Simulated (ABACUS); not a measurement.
# Ga (I4/mmm) in ABACUS: reference runs, part 2 of 2

ABACUS 3.10.1. The steps go on from the part before.

### Step 6. Equation of state, PBE, 18.07 Å³/atom (volume scaled by 1.02)

INPUT

```
INPUT_PARAMETERS
suffix              Ga
calculation         scf
basis_type          pw
pseudo_dir          ./
symmetry            1
dft_functional      pbe
ecutwfc             81
pseudo_rcut         10
nspin               1
nbands              11
ks_solver           dav
smearing_method     fd
smearing_sigma      0.00367493
scf_thr             1e-08
scf_nmax            100
mixing_type         broyden
mixing_beta         0.7
cal_force           1
cal_stress          1
kpar                4
```

STRU

```
ATOMIC_SPECIES
Ga 69.7230 Ga.upf

LATTICE_CONSTANT
1.8897261246

LATTICE_VECTORS
-1.3935671902 1.3935671902 2.3265304007
1.3935671902 -1.3935671902 2.3265304007
1.3935671902 1.3935671902 -2.3265304007

ATOMIC_POSITIONS
Direct

Ga
0.0
1
0.0000000000 0.0000000000 0.0000000000 1 1 1
```

KPT

```
K_POINTS
0
Gamma
13 13 13 0 0 0
```

Potentials or basis: PseudoDojo NC SR 0.4.1 PBE standard, plane waves.

Run with:

```console
> OMP_NUM_THREADS=1 mpirun -np 4 abacus > log
```

It took 31 s on 4 MPI ranks of Intel Xeon Platinum 8259CL at 2.50GHz (Skylake/Cascade Lake), shared host; peak memory 0.28 GiB.

It converged, with:

| Item | Value |
| --- | --- |
| Free energy | -2080.9073 eV |
| Pressure | 2.3 GPa |
| Band gap on the k mesh | none (metal or under the smearing width) |

### Step 7. Equation of state, PBE, 18.43 Å³/atom (volume scaled by 1.04)

INPUT is that of step 6.

STRU

```
ATOMIC_SPECIES
Ga 69.7230 Ga.upf

LATTICE_CONSTANT
1.8897261246

LATTICE_VECTORS
-1.4026165814 1.4026165814 2.3416381643
1.4026165814 -1.4026165814 2.3416381643
1.4026165814 1.4026165814 -2.3416381643

ATOMIC_POSITIONS
Direct

Ga
0.0
1
0.0000000000 0.0000000000 0.0000000000 1 1 1
```

KPT is that of step 6.

Run with:

```console
> OMP_NUM_THREADS=1 mpirun -np 4 abacus > log
```

Wall time 30 s (4 MPI ranks of Intel Xeon Platinum 8259CL at 2.50GHz (Skylake/Cascade Lake), shared host); peak memory 0.28 GiB.

Results (log left out):

```yaml
Free_energy: -2080.9111 eV
Pressure: 1.2 GPa
Band_gap_on_the_k_mesh: none (metal or under the smearing width)
```

### Step 8. Equation of state, PBE, 18.78 Å³/atom (volume scaled by 1.06)

INPUT is that of step 7.

STRU

```
ATOMIC_SPECIES
Ga 69.7230 Ga.upf

LATTICE_CONSTANT
1.8897261246

LATTICE_VECTORS
-1.4115506858 1.4115506858 2.3565534592
1.4115506858 -1.4115506858 2.3565534592
1.4115506858 1.4115506858 -2.3565534592

ATOMIC_POSITIONS
Direct

Ga
0.0
1
0.0000000000 0.0000000000 0.0000000000 1 1 1
```

KPT is that of step 7.

Run with:

```console
> OMP_NUM_THREADS=1 mpirun -np 4 abacus > log
```

It took 31 s on 4 MPI ranks of Intel Xeon Platinum 8259CL at 2.50GHz (Skylake/Cascade Lake), shared host; peak memory 0.28 GiB.

It converged, with:

- Free energy: -2080.9126 eV
- Pressure: 0.2 GPa
- Band gap on the k mesh: none (metal or under the smearing width)

### Step 9. Equation of state, PBE

Potentials or basis: PseudoDojo NC SR 0.4.1 PBE standard, plane waves.

This step only gathers the single runs of the series.

What came out:

```
Equilibrium volume                        : 18.85 Å³/atom (rough: see the caveat)
Bulk modulus at fixed shape and positions : 49 GPa (rough)
```

Energy against volume, from the lowest point:
| volume (Å³/atom) | energy (meV/atom) |
| --- | --- |
| 16.655 | 50.76 |
| 17.010 | 34.09 |
| 17.364 | 21.22 |
| 17.718 | 11.75 |
| 18.073 | 5.29 |
| 18.427 | 1.49 |
| 18.781 | 0.00 |

Caveat: the minimum lies outside the volumes run; the cell was scaled at fixed shape and fractional positions, which overstates the stiffness of a crystal with free parameters, most of all of layers and chains.

### Step 10. Single point, PBE

INPUT is that of step 8.

STRU

```
ATOMIC_SPECIES
Ga 69.7230 Ga.upf

LATTICE_CONSTANT
1.8897261246

LATTICE_VECTORS
-1.3843987196 1.3843987196 2.3112238365
1.3843987196 -1.3843987196 2.3112238365
1.3843987196 1.3843987196 -2.3112238365

ATOMIC_POSITIONS
Direct

Ga
0.0
1
0.0000000000 0.0000000000 0.0000000000 1 1 1
```

KPT is that of step 8.

Potentials or basis: PseudoDojo NC SR 0.4.1 PBE standard, plane waves.

Run with:

```console
> OMP_NUM_THREADS=1 mpirun -np 4 abacus > log
```

running log:

```text
ABACUS v3.10.1

               Atomic-orbital Based Ab-initio Computation at UStc

 ------------------------------------------------------------------------------------

 READING GENERAL INFORMATION
                           global_out_dir = OUT.Ga/
                           global_in_card = INPUT
                               pseudo_dir = ./
                              orbital_dir =
                                    DSIZE = 4
                                    GSIZE = 1

 READING UNITCELL INFORMATION
                                    ntype = 1
                  lattice constant (Bohr) = 1.88973
              lattice constant (Angstrom) = 1

 READING ATOM TYPE 1
[... 317 lines left out ...]
      10        27.9518        0.00000
      11        28.4659        0.00000
[... 53 lines left out ...]
 6/49 kpoint (Cartesian) = 0.13891 0.0000 -0.083206 (1469 pws)
       1       -3.25948     0.00728266
       2       -3.23550     0.00728266
       3       -3.08319     0.00728266
       4       -2.95236     0.00728266
       5       -2.92304     0.00728266
       6        4.37877     0.00728266
       7        10.8057     0.00728266
       8        20.1055    2.30818e-75
       9        23.9179        0.00000
      10        24.2249        0.00000
      11        27.5845        0.00000

[... levels at 43 further k points ...]

------------------------------------------------------------------------------------------
 TOTAL-FORCE (eV/Angstrom)
------------------------------------------------------------------------------------------
                       Ga1         0.0000000000         0.0000000000         0.0000000000
------------------------------------------------------------------------------------------

----------------------------------------------------------------
 TOTAL-STRESS (KBAR)
----------------------------------------------------------------
        37.4512704252        -0.0000000000        -0.0000000000
        -0.0000000000        37.4512704252         0.0000000000
         0.0000000000         0.0000000000        32.7394276895
----------------------------------------------------------------
 TOTAL-PRESSURE: 35.880656 KBAR

 --------------------------------------------
 !FINAL_ETOT_IS -2080.9008079945911049 eV
 --------------------------------------------
```

stdout:

```text
ABACUS v3.10.1

               Atomic-orbital Based Ab-initio Computation at UStc

%%%%%%%%%%%%%%%%%%%%%%%%%%%%%%%%%%%%%%%%%%%%%%%%%%%%%%%%%%%%%%%%%%%%%%%%%%%%%%%%%%%%%%%%%%%%%%%%%%%%%%%%%
 Warning: the number of valence electrons in pseudopotential > 3 for Ga: [Ar] 3d10 4s2 4p1
[... 31 lines left out ...]
 TOTAL-STRESS (KBAR)
----------------------------------------------------------------
        37.4512704252        -0.0000000000        -0.0000000000
        -0.0000000000        37.4512704252         0.0000000000
         0.0000000000         0.0000000000        32.7394276895
----------------------------------------------------------------
 TOTAL-PRESSURE: 35.880656 KBAR
```

It took 9.5 s on 4 MPI ranks of Intel Xeon 6975P-C (Granite Rapids), shared host; peak memory 0.28 GiB.

Results:

| Property | Result |
| --- | --- |
| Free energy | -2080.9008 eV |
| Pressure | 3.6 GPa |
| Band gap on the k mesh | none (metal or under the smearing width) |

### Step 11. Single point, PBE (cell strained at random at fixed volume)

INPUT is that of step 10.

STRU

```
ATOMIC_SPECIES
Ga 69.7230 Ga.upf

LATTICE_CONSTANT
1.8897261246

LATTICE_VECTORS
-1.3457430000 1.3674810000 2.2797440000
1.3853220000 -1.3814100000 2.3117950000
1.3842630000 1.4199300000 -2.2880880000

ATOMIC_POSITIONS
Direct

Ga
0.0
1
0.0001720000 0.0118810000 0.0118730000 1 1 1
```

KPT is that of step 10.

Run with:

```console
> OMP_NUM_THREADS=1 mpirun -np 4 abacus > log
```

It took 50 s on 4 MPI ranks of Intel Xeon 6975P-C (Granite Rapids), shared host; peak memory 0.56 GiB.

It converged, with:

| Item | Value |
| --- | --- |
| Free energy | -2080.9008 eV |
| Pressure | 3.8 GPa |
| Band gap on the k mesh | none (metal or under the smearing width) |

Stress tensor (GPa, compression positive):
```
 4.09  0.16 -0.03
 0.16  3.91 -0.13
-0.03 -0.13  3.28
```

Levels at points of the mesh, in eV from the Fermi level:
```tsv
k point	band 2	band 3	band 4	band 5	band 6	band 7	band 8
(0.00, 0.00, 0.00)	-14.88	-14.86	-14.84	-14.70	-11.48	12.70	12.97
```

### Step 12. Summary

| task | cell | gap on the mesh (eV) | pressure (GPa) |
| --- | --- | --- | --- |
| equation of state | as given | - | - |
| single point | as given | none | 3.6 |
| single point | cell strained at random at fixed volume | none | 3.8 |

Alike in all rows: level PBE; potentials or basis PseudoDojo NC SR 0.4.1 PBE standard, plane waves; no spin polarisation; k mesh 13 × 13 × 13; cutoff (eV) 1102; smearing fermi-dirac 0.05 eV.

Caveats: the minimum lies outside the volumes run (some runs); the cell was scaled at fixed shape and fractional positions, which overstates the stiffness of a crystal with free parameters, most of all of layers and chains (some runs).

Absolute energies hang on the potentials; compare differences alone.
